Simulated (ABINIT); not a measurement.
Input of an ABINIT 10.8.3 (patched build) run:

Contents of run.abi:

```
# Datasets: ground state, then fixed potential
ndtset 2

# Pseudopotentials
pp_dirpath "./"
pseudos "W.GGA_PBE-JTH.xml, C.GGA_PBE-JTH.xml"

# Structure
acell 5.4924889812 5.4924889812 5.3603971251
rprim
     1.0000000000     0.0000000000     0.0000000000
    -0.5000000000     0.8660254038     0.0000000000
     0.0000000000     0.0000000000     1.0000000000
ntypat 2
znucl 74 6
natom 2
typat 1 2
xred
     0.0000000000     0.0000000000     0.0000000000
     0.6666666667     0.3333333333     0.5000000000

# Plane-wave basis
ecut 23.0
pawecutdg 45.0

# Exchange and correlation
ixc -208012
usekden 1
pawxcdev 0

# Bands and occupations
occopt 3
tsmear 0.00183747

# SCF cycle
nstep 100
diemix 0.3
optforces 0
optstress 0

# Output
iomode 3
prtwf 0
prteig 0
prtebands 0
enunit 1
prtden1 1
prtkden1 1
prtvha1 1
prtvclmb1 1
prtpot1 1

# Dataset 1
kptopt1 1
ngkpt1 10 10 9
nshiftk1 1
shiftk1 0.0 0.0 0.0
nband1 13
tolvrs1 1.0e-7

# Dataset 2: bands along G-M-K-G-A-L-H-A
iscf2 -2
getden2 1
getkden2 1
nband2 19
nbdbuf2 4
tolwfr2 1.0e-11
kptopt2 -7
ndivsm2 8
prteig2 1
kptbounds2
     0.0000000000     0.0000000000     0.0000000000
     0.5000000000     0.0000000000     0.0000000000
     0.3333333333     0.3333333333     0.0000000000
     0.0000000000     0.0000000000     0.0000000000
     0.0000000000     0.0000000000     0.5000000000
     0.5000000000     0.0000000000     0.5000000000
     0.3333333333     0.3333333333     0.5000000000
     0.0000000000     0.0000000000     0.5000000000
```

Potentials or basis: JTH PAW PBE v2.0.

Launch:

```console
$ abinit run.abi > log 2>&1
```

Problem. Estimate the band gap on the k mesh.

Solution. None (metal or under the smearing width).

Levels at the corners of the path, in eV from the Fermi level:
| point | band 7 | band 8 | band 9 | band 10 | band 11 | band 12 |
| --- | --- | --- | --- | --- | --- | --- |
| Γ | -3.39 | -3.39 | 0.01 | 3.24 | 3.24 | 5.79 |
| M | -3.77 | -3.50 | -0.53 | 2.34 | 4.61 | 4.94 |
| K | -4.45 | -3.62 | 0.66 | 0.92 | 2.18 | 3.34 |
| Γ | -3.39 | -3.39 | 0.01 | 3.24 | 3.24 | 5.79 |
| A | -2.16 | -2.16 | -0.55 | -0.55 | 3.66 | 4.82 |
| L | -4.45 | -4.24 | 0.31 | 4.43 | 5.32 | 6.79 |
| H | -5.50 | -1.72 | -0.62 | 4.48 | 6.46 | 7.69 |
| A | -2.16 | -2.16 | -0.55 | -0.55 | 3.66 | 4.82 |

Caveat: the constant c of TB-mBJ comes from the pseudo density here, which moves gaps by up to 0.3 eV between sets of potentials; spin-orbit coupling is left out, which moves the levels of the heavy elements.
